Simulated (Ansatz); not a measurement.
**MgO: pressure against volume**

MgO, Fm-3m, a = 4.254 Å. Ansatz: PBE, PAW, 420 eV, Γ-centred 10×10×10 mesh on 2 atoms, Gaussian smearing 0.02 eV; no spin polarisation. Symmetry fixes shape and atoms, so the cell is only scaled; pressure is positive in compression.

| V (Å³/atom) | P (GPa) |
| --- | --- |
| 9.044 | 10.49 |
| 9.332 | ? |
| 9.621 | 0.01 |
| 9.909 | -4.14 |
| 10.198 | -7.70 |

**Question.** Take V0 = 9.621 Å³/atom, count pressures from its P0 = 0.01 GPa, fit the third-order Birch–Murnaghan form to the other rows, and predict the missing pressure.

**Answer.** With the Eulerian strain f = ½[(V0/V)^(2/3) − 1] and y = (P − P0)/[3f(1 + 2f)^(5/2)], the form is the line y = B0 + 1.5 B0 (B0′ − 4) f. Rows (f, y): 0.02105, 149.7; -0.00974, 149.2; -0.01904, 148.7. Means f = -0.002577, y = 149.20; Σ(Δf)² = 0.0008806, ΣΔfΔy = 0.02005; the slope is their ratio. y = 149.3 + 22.76 f GPa, so B0 = 149.3 GPa and B0′ = 4 + 2 × (22.76)/(3 × 149.3) = 4.10. At V = 9.332, f = 0.01027, y = 149.53 and P = 4.86 GPa. The run gave 4.84 GPa, so the fit is 0.02 GPa too high, a small miss on the scale of the series.